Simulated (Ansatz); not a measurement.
**hcp Ru(0001) / fcc Rh(111) interface: specific resistance**

Wanted: 2AR for the hcp Ru(0001) / fcc Rh(111) interface, at several levels.

Program: Ansatz 0.2.0. Level of theory: Ansatz plane-wave DFT, PBE, PAW files; ballistic transport by layer matching (Landauer), zero bias; PAW set soft_1, in the first sound run; inputs show where later runs differ. Results are calculated unless marked as measured.

Most raw output is cut from this account.

### Step 1. Set-up

The cell holds 21 atoms: 12 Ru and 9 Rh. Cell: a = 2.697 Å, b = 2.697 Å, c = 45.490 Å, α = 90.0°, β = 90.0°, γ = 120.0°. It derives from Ru and Rh. Regions: Ru, 12 atoms (12 Ru); Rh, 9 atoms (9 Rh). The structure's axis is c.

### Step 2. Transmission: PBE

Both metals share one in-plane lattice, the mean of the two, each at its own atomic volume. The two leads are named in the middle of each metal, so that only one of the cell's two interfaces is crossed. The mesh across the current, 52×52, is finer than the density's, because channels open and close sharply across the zone. Energies from -0.27 to 0.27 eV in steps of 0.036 eV cover the slope of the Fermi function at 300 K, so the program can form a conductance.

input.yaml

```yaml
crystal:
  lattice:
    - [2.6974988998, 0.0, 0.0]
    - [-1.3487494499, 2.3361025739, 0.0]
    - [0.0, 0.0, 45.4898143392]
  atoms:
    - { symbol: Ru, position: [0.0, 0.0, 0.0219829431] }
    - { symbol: Ru, position: [0.3333333333, 0.6666666667, 0.0693374363] }
    - { symbol: Ru, position: [0.0, 0.0, 0.1166919295] }
    - { symbol: Ru, position: [0.3333333333, 0.6666666667, 0.1640464227] }
    - { symbol: Ru, position: [0.0, 0.0, 0.2114009159] }
    - { symbol: Ru, position: [0.3333333333, 0.6666666667, 0.2587554091] }
    - { symbol: Ru, position: [0.0, 0.0, 0.3061099023] }
    - { symbol: Ru, position: [0.3333333333, 0.6666666667, 0.3534643954] }
    - { symbol: Ru, position: [0.0, 0.0, 0.4008188886] }
    - { symbol: Ru, position: [0.3333333333, 0.6666666667, 0.4481733818] }
    - { symbol: Ru, position: [0.0, 0.0, 0.495527875] }
    - { symbol: Ru, position: [0.3333333333, 0.6666666667, 0.5428823682] }
    - { symbol: Rh, position: [0.6666666667, 0.3333333333, 0.5905455082] }
    - { symbol: Rh, position: [0.0, 0.0, 0.6385172951] }
    - { symbol: Rh, position: [0.3333333333, 0.6666666667, 0.686489082] }
    - { symbol: Rh, position: [0.6666666667, 0.3333333333, 0.7344608688] }
    - { symbol: Rh, position: [0.0, 0.0, 0.7824326557] }
    - { symbol: Rh, position: [0.3333333333, 0.6666666667, 0.8304044425] }
    - { symbol: Rh, position: [0.6666666667, 0.3333333333, 0.8783762294] }
    - { symbol: Rh, position: [0.0, 0.0, 0.9263480162] }
    - { symbol: Rh, position: [0.3333333333, 0.6666666667, 0.9743198031] }
kpoints:
  mp_grid: { grid: [16, 16, 1] }
hamiltonian:
  xc: pbe
  pseudopotentials: { kind: paw, azcp: { folder: soft_1 } }
scf:
  occupations: { method: fermi_dirac, width: 0.1 }
output:
  transmission:
    leads: [[5, 7], [15, 16]]
    kmesh: [52, 52]
    e_range: [-0.27, 0.27]
    de: 0.036
  write_potential: true
  write_density: true
  volumetric_format: npy
  elf: true
```

On the command line:

```bash
$ ansatz run input.yaml --threads 4 --pin off --max-ram 15360MiB --backend cpu --events-out ev --progress --plain --runs-dir out
```

It took 5.7 min on 4 threads of Arm Neoverse V1, shared host; peak memory 2.2 GiB; 16 min of CPU time.

This step gave:

| Quantity | Value |
| --- | --- |
| free energy | -128171.3908 eV |
| energy at zero smearing | -128171.0232 eV |
| Fermi energy | 22.95 eV |
| cell area | 6.302 Å² |
| step of the lead's potential | 2.7 meV |
| ballistic conductance of the lead | 1.69e15 S/m² |
| estimated errors of the lead's conductance | 0, 2.8, 0.5 % (band edges, k-mesh, distance from neutral) |
| lead conductance per cell | 1.372 G₀ |
| step of the upper lead's potential | 2 meV |
| ballistic conductance of the upper lead | 2.20e15 S/m² |
| conductance of the junction | 1.15e15 S/m² |
| junction conductance per cell | 0.9318 G₀ |
| estimated errors of the junction's conductance | 0, 0.3, 2.4, 1, 0.2 % (energy step, band edges, k-mesh, leads' steps, distance from neutral) |
| area resistance that the stack adds (contact term taken off, spin by spin) | 0.3487 fΩ m² |

Per spin. The transmission, zone mean by energy, zero at the Fermi level:

| energy (eV) | transmission, zone mean |
| --- | --- |
| -0.270 | 0.974 |
| -0.234 | 0.963 |
| -0.198 | 0.960 |
| -0.162 | 0.941 |
| -0.126 | 0.934 |
| -0.090 | 0.930 |
| -0.054 | 0.944 |
| -0.018 | 0.938 |
| 0.018 | 0.929 |
| 0.054 | 0.920 |
| 0.090 | 0.904 |
| 0.126 | 0.922 |
| 0.162 | 0.931 |
| 0.198 | 0.919 |
| 0.234 | 0.911 |
| 0.270 | 0.900 |

Per spin. Table of open channels, zone mean by energy, zero at the Fermi level:

| energy (eV) | lead | upper lead |
| --- | --- | --- |
| -0.270 | 1.48 | 1.71 |
| -0.234 | 1.44 | 1.72 |
| -0.198 | 1.41 | 1.71 |
| -0.162 | 1.38 | 1.70 |
| -0.126 | 1.37 | 1.72 |
| -0.090 | 1.38 | 1.74 |
| -0.054 | 1.40 | 1.77 |
| -0.018 | 1.38 | 1.78 |
| 0.018 | 1.37 | 1.80 |
| 0.054 | 1.33 | 1.83 |
| 0.090 | 1.30 | 1.84 |
| 0.126 | 1.35 | 1.85 |
| 0.162 | 1.36 | 1.88 |
| 0.198 | 1.32 | 1.93 |
| 0.234 | 1.32 | 1.94 |
| 0.270 | 1.31 | 1.96 |

Transmission over k1 and k2. At -0.0180 eV from the Fermi level (the log's summary may quote the solved energy on the other side of it).

Values, 12 rows by 16 columns, each cell a mean:
```
2.28 1.85 0.85 0.24 0.03 0.14 0.74 1.81 2.33 1.35 0.35 0.32 0.56 0.37 0.32 1.20
0.76 1.28 0.94 0.37 0.13 0.13 0.26 0.81 1.26 0.93 0.43 0.20 0.32 0.33 0.20 0.32
0.28 0.23 0.34 1.26 1.57 1.34 1.33 1.53 1.17 0.44 0.12 0.33 0.55 0.36 0.37 0.58
0.25 0.00 0.19 1.40 1.78 1.76 1.69 1.76 1.81 1.39 0.41 0.01 0.21 0.36 0.14 0.35
0.70 0.42 0.22 1.28 1.62 1.71 1.64 1.61 1.67 1.66 1.43 0.75 0.09 0.68 0.66 0.78
2.26 1.56 0.70 1.42 1.80 1.73 1.59 1.74 1.75 1.62 1.73 1.78 1.20 0.73 1.70 2.32
2.04 1.75 1.01 0.67 1.55 1.70 1.68 1.61 1.74 1.55 1.68 1.75 1.71 0.61 1.06 1.70
0.53 0.42 0.57 0.20 0.20 1.07 1.54 1.72 1.67 1.65 1.71 1.71 1.43 0.47 0.12 0.45
0.48 0.20 0.25 0.46 0.03 0.06 0.80 1.72 1.81 1.67 1.67 1.81 1.73 0.48 0.00 0.06
0.52 0.44 0.34 0.46 0.47 0.22 0.42 0.77 1.18 1.17 1.08 1.22 1.25 0.46 0.48 0.31
0.54 0.15 0.27 0.39 0.18 0.25 0.79 1.51 1.25 0.47 0.02 0.00 0.07 0.88 1.49 1.25
1.94 0.74 0.36 0.56 0.47 0.33 0.95 2.19 2.36 1.12 0.35 0.18 0.19 0.57 1.32 2.43
```
Columns: k1 (b1) from -0.5 to 0.481; rows upwards: k2 (b2) from -0.5 to 0.481.

Open channels over k1 and k2. At -0.0180 eV from the Fermi level (the log's summary may quote the solved energy on the other side of it).

Ten even steps from '_' (0.00) to '@' (3.00), each cell a mean:
```
@@@@@@**----::..__::::--==%%@@@@@@@@--------------------++@@
%%@@@@@@==--..________..--++@@@@@@@@----------------------==
--==##@@++--..____________::++%%%%==------------------------
------------::::::::::::::::--::----------------------------
--::______::**################**--..____..------------------
::________::##******************##==__________--------------
--..______::##********************##++..______::------------
--::______::##**********************##**::______::----------
==----..__::##**************************##==..__::----======
@@%%++==..::##************%%%%%%**********##**::::--**@@@@@@
@@@@@@@@----**************@@@@@@@@##**********##----%%@@@@@@
@@@@@@@@**----**##**********%%@@@@##**********##==--==%%@@@@
######**----....++##**********####************##==....--==**
------------..____--##************************##==..____::--
------------::______::**##********************##==..______--
--------------..______..++##******************##==..______::
----------------::________--##****************##==..______..
--------------------::::::::--==++++++++++++++++--::::::::--
----------------------------++--::..____________::--==++----
------------------------==@@@@@@**--..__________::--@@@@@@**
@@++--------------------++@@@@@@@@==--..________::--++@@@@@@
@@@@**------------------++@@@@@@@@%%--------..--------##@@@@
```
Columns: k1 (b1) from -0.5 to 0.481; rows upwards: k2 (b2) from -0.5 to 0.481.

Electrostatic potential energy in the ca plane at fractional y = 0.667, with atoms of Ru and Rh within 0.2 Å of it. With pseudopotentials it is smooth inside the atoms' cores, unlike the true potential.

Ten even steps from '0' (-61 eV) to '9' (24 eV), each cell a mean:
```
76689999999876799999999876799876799999999876
76789999999876799999999876799876799999999876
87899976799987899976799987899987899976799987
99999731379999999631379999999999999732479999
99999500049999998400059999999999998510159999
99999500049999998400059999999999998510159999
99999721269999999621379999999999999632379999
87899976789987899876799988899987899876799988
```
Columns run along c (16.0 Å, from fractional 0.39 to 0.74 of the cell; values clipped at the 3rd and 97th percentile), rows up along a (2.7 Å). Atoms in or near the plane, at fractional coordinates: Ru at (0.45, 0.33), Ru at (0.54, 0.33), Rh at (0.69, 0.33).

Valence density in the ca plane at fractional y = 0.667, with atoms of Ru and Rh within 0.2 Å of it. It is the smooth field of the valence electrons, not physical close to the nuclei.

Values in units of 1e0 e/Å³, 5 rows by 16 columns, each cell a mean:
```
1.6 0.5 0.4 0.3 1.2 0.9 0.4 0.4 0.7 1.4 0.5 1.6 0.4 0.4 0.3 1.4
0.9 0.4 1.2 0.6 0.8 0.6 0.8 1.0 0.5 0.9 0.4 0.9 0.4 1.3 0.5 0.9
0.4 0.5 6.2 2.3 0.4 0.4 3.9 4.8 0.4 0.3 0.2 0.3 0.8 7.7 1.6 0.3
0.3 0.6 7.8 2.9 0.3 0.4 4.9 6.0 0.4 0.3 0.2 0.3 0.9 9.7 2.1 0.3
0.7 0.4 2.3 0.9 0.6 0.5 1.5 1.8 0.4 0.6 0.3 0.7 0.5 2.7 0.7 0.6
```
Columns run along c (16.0 Å, from fractional 0.39 to 0.74 of the cell), rows up along a (2.7 Å). Atoms in or near the plane, at fractional coordinates: Ru at (0.45, 0.33), Ru at (0.54, 0.33), Rh at (0.69, 0.33).

ELF in the ca plane at fractional y = 0.667, with atoms of Ru and Rh within 0.2 Å of it. It is the smooth field of the valence electrons, not physical close to the nuclei.

Ten even steps from '0' (0.19) to '9' (0.74), each cell a mean:
```
24311111111034201111111134201124300001000134
24311111111034201111111134201124300001000134
12111123211112111123201112100012100123200012
10111267631110111367621100000000010367620100
21221476751221221576740111000001110599840111
21221476751221221576740111000001110599840111
11111367631211111367621100000000010378620100
12111134311112111134201011100012100134200012
```
Columns run along c (16.0 Å, from fractional 0.39 to 0.74 of the cell), rows up along a (2.7 Å). Atoms in or near the plane, at fractional coordinates: Ru at (0.45, 0.33), Ru at (0.54, 0.33), Rh at (0.69, 0.33).

The larger of the two leads' potential steps is 2.7 meV from period to period, small in itself. The program estimates the junction's conductance to 2.4 % from the k-mesh, 0.2 % from the leads' distance from neutral and 1 % from their steps.

### Step 3. Resistance: PBE

This step: Ansatz plane-wave DFT, PBE, PAW files; ballistic transport by layer matching (Landauer), zero bias; specific resistance of one interface, 1/T less the mean of the leads' 1/N; PAW set soft_1 (Ansatz 0.2.0).

Numbers from this step:

```yaml
area_resistance: 0.3488 fΩ m²
t_over_the_leads_mean_channel_count: 0.5892
twice_the_interface_resistance_2ar_or_2ar_star_for_magnets: 0.6977 fΩ m²
```

Twice the interface resistance is 0.698 fΩ m² here.

By hand, with T and the leads' channels N averaged over the energies near the Fermi level: RA = A (h/2e²)(1/T − ½[1/N₁ + 1/N₂]) = 6.302×10⁻²⁰ m² × 12 906 Ω × (1/0.9327 − ½[1/1.371 + 1/1.795]) = 0.349 fΩ m².

### Step 4. Transmission: PBE, coarse mesh, least span asked of the mesh across the current 40 Å

The same cell on a mesh a third as fine shows what a quick run would give. To save time only the energies from -0.06 to 0.06 eV are solved. The mesh is 18×18 and the cutoff, the files' own for this level, 420 eV.

This step: Ansatz plane-wave DFT, PBE, PAW files; ballistic transport by layer matching (Landauer), zero bias; PAW set soft_1 (Ansatz 0.2.0).

Edit input.yaml of step 2 so:

```diff
@@ -37,5 +37,5 @@
     leads: [[5, 7], [15, 16]]
-    kmesh: [52, 52]
-    e_range: [-0.27, 0.27]
-    de: 0.036
+    kmesh: [18, 18]
+    e_range: [-0.06, 0.06]
+    de: 0.04
   write_potential: true
@@ -43,2 +43 @@
   volumetric_format: npy
-  elf: true
```

It took 84 s on 4 threads; peak memory 2.2 GiB.

The run finished; it serves as a test, and its numbers are not taken as the result.

### Step 5. Resistance: PBE, coarse mesh

This step: Ansatz plane-wave DFT, PBE, PAW files; ballistic transport by layer matching (Landauer), zero bias; specific resistance of one interface, 1/T less the mean of the leads' 1/N; PAW set soft_1 (Ansatz 0.2.0).

Numbers from this step:

```yaml
area_resistance: 0.3249 fΩ m²
t_over_the_leads_mean_channel_count: 0.6094
twice_the_interface_resistance_2ar_or_2ar_star_for_magnets: 0.6498 fΩ m²
```

Twice the interface resistance is 0.650 fΩ m² here, against 0.698 in the first run; 60.9 % of the two leads' mean channel count pass, 58.9 % before.

### Step 6. Transmission: LDA

The functional changes to LDA at the same atoms, which shifts d bands against the Fermi level. To save time only the energies from -0.06 to 0.06 eV are solved. The mesh is 52×52 and the cutoff, the files' own for this level, 420 eV.

This step: Ansatz plane-wave DFT, LDA, PAW files; ballistic transport by layer matching (Landauer), zero bias; PAW set soft_1 (Ansatz 0.2.0).

Edit input.yaml of step 4 so:

```diff
@@ -30,4 +30,4 @@
 hamiltonian:
-  xc: pbe
-  pseudopotentials: { kind: paw, azcp: { folder: soft_1 } }
+  xc: lda
+  pseudopotentials: { kind: paw, azcp: { folder: soft_1 }, xc_functional: pbe }
 scf:
@@ -37,3 +37,3 @@
     leads: [[5, 7], [15, 16]]
-    kmesh: [18, 18]
+    kmesh: [52, 52]
     e_range: [-0.06, 0.06]
```

Run time: 2 min. Hardware: 4 threads; peak memory 2.2 GiB; 7.8 min of CPU time.

This step gave:

```
free energy                        : -125607.9985 eV
energy at zero smearing            : -125607.6330 eV
Fermi energy                       : 22.63 eV
step of the upper lead's potential : 1.9 meV
```

Per spin. The transmission, zone mean by energy, zero at the Fermi level:

| energy (eV) | transmission, zone mean |
| --- | --- |
| -0.0600 | 0.944 |
| -0.0200 | 0.940 |
| 0.0200 | 0.930 |
| 0.0600 | 0.917 |

Over the solved energies the transmission per spin lies between 0.917 and 0.944, out of 1.37 channels of the lead on average (up to 1.40).

### Step 7. Resistance: LDA

This step: Ansatz plane-wave DFT, LDA, PAW files; ballistic transport by layer matching (Landauer), zero bias; specific resistance of one interface, 1/T less the mean of the leads' 1/N; PAW set soft_1 (Ansatz 0.2.0).

Numbers from this step:

```yaml
area_resistance: 0.3490 fΩ m²
t_over_the_leads_mean_channel_count: 0.5893
twice_the_interface_resistance_2ar_or_2ar_star_for_magnets: 0.6979 fΩ m²
```

Twice the interface resistance is 0.698 fΩ m² here, against 0.698 in the first run; 58.9 % of the two leads' mean channel count pass, 58.9 % before.

### Step 8. Transmission: r2SCAN, cutoff 500 eV

The same with r2SCAN, the dearer rung. To save time only the energies from -0.06 to 0.06 eV are solved. The mesh is 52×52 and the cutoff, the files' own for this level, 500 eV.

This step: Ansatz plane-wave DFT, r2SCAN, PAW files; ballistic transport by layer matching (Landauer), zero bias; PAW set soft_1 (Ansatz 0.2.0).

Edit input.yaml of step 6 so:

```diff
@@ -30,4 +30,4 @@
 hamiltonian:
-  xc: lda
-  pseudopotentials: { kind: paw, azcp: { folder: soft_1 }, xc_functional: pbe }
+  xc: r2scan
+  pseudopotentials: { kind: paw, azcp: { folder: soft_1 } }
 scf:
```

The job ended after 3.9 min (4 threads; peak memory 3 GiB).

Numbers from this step:

| Quantity | Value |
| --- | --- |
| free energy | -128426.9741 eV |
| energy at zero smearing | -128426.6225 eV |
| Fermi energy | 22.79 eV |
| step of the lead's potential | 3.2 meV |
| step of the upper lead's potential | 2.5 meV |

Per spin. The transmission, zone mean by energy, zero at the Fermi level:

| energy (eV) | transmission, zone mean |
| --- | --- |
| -0.0600 | 0.944 |
| -0.0200 | 0.934 |
| 0.0200 | 0.924 |
| 0.0600 | 0.911 |

Over the solved energies the transmission per spin lies between 0.911 and 0.944, out of 1.37 channels of the lead on average (up to 1.41).

### Step 9. Resistance: r2SCAN

This step: Ansatz plane-wave DFT, r2SCAN, PAW files; ballistic transport by layer matching (Landauer), zero bias; specific resistance of one interface, 1/T less the mean of the leads' 1/N; PAW set soft_1 (Ansatz 0.2.0).

This step gave:

- area resistance: 0.3534 fΩ m²
- T over the leads' mean channel count: 0.5860
- twice the interface resistance (2AR, or 2AR* for magnets): 0.7067 fΩ m²

Twice the interface resistance is 0.707 fΩ m² here, against 0.698 in the first run; 58.6 % of the two leads' mean channel count pass, 58.9 % before.

### Step 10. What came out

| Item | Value |
| --- | --- |
| 2AR, PBE | 0.698 fΩ m² |
| 2AR, LDA | 0.698 fΩ m² |
| 2AR, r2SCAN | 0.707 fΩ m² |

One interface gives 2AR = 0.698 fΩ m² (PBE). The functionals span 0.698 to 0.707 fΩ m². A mesh a third as fine gives 0.650 against 0.698 fΩ m². The formula assumes diffuse scattering between interfaces; layers sit on ideal sites at each metal's own atomic volume.

[Logs are printed without paths, hosts, clocks, repeated set-up lines and the standing remarks that a program may print on its own settings, such as how far it seeks lower states.]

[Hosts, paths, dates, database ids (printed as entryN), source tags and the programs' standing remarks are cut or masked in the printed files.]
